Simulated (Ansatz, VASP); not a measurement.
## One calculation of ScAl4, two programs

```
Sc Al
1.0
     5.28485    0.00000    0.00000
     0.00000    5.28485    0.00000
     0.00000    0.00000    5.28485
Sc Al
1 4
Cartesian
  2.6424 2.6424 2.6424
  0.0000 0.0000 0.0000
  0.0000 2.6424 2.6424
  2.6424 0.0000 2.6424
  2.6424 2.6424 0.0000
```

Alike in both runs: functional PBE; k mesh 8 × 8 × 8; occupations gaussian, width 0.1 eV; no spin polarisation.

Ansatz relaxed the structure, and its values are those at the end. VASP's run is a single point on that final structure, the one shown.

|  | VASP | Ansatz |
| --- | --- | --- |
| version | VASP 6.6.1 | Ansatz 0.2.0 |
| potentials or method | VASP PAW PBE potentials, release 64 (Sc_sv, Al) | scalar-relativistic, plane waves, PAW |
| plane-wave cutoff (eV) | 520 | 420 |
| valence electrons in the cell | 23 | 23 |

|  | VASP | Ansatz | Ansatz less VASP |
| --- | --- | --- | --- |
| gap on the k mesh at the Fermi level (eV) | none | none | - |
| pressure (GPa) | 0.0 | 0.0 | 0.00 |

A gap of «none» marks a metal or a gap that the smearing closes.
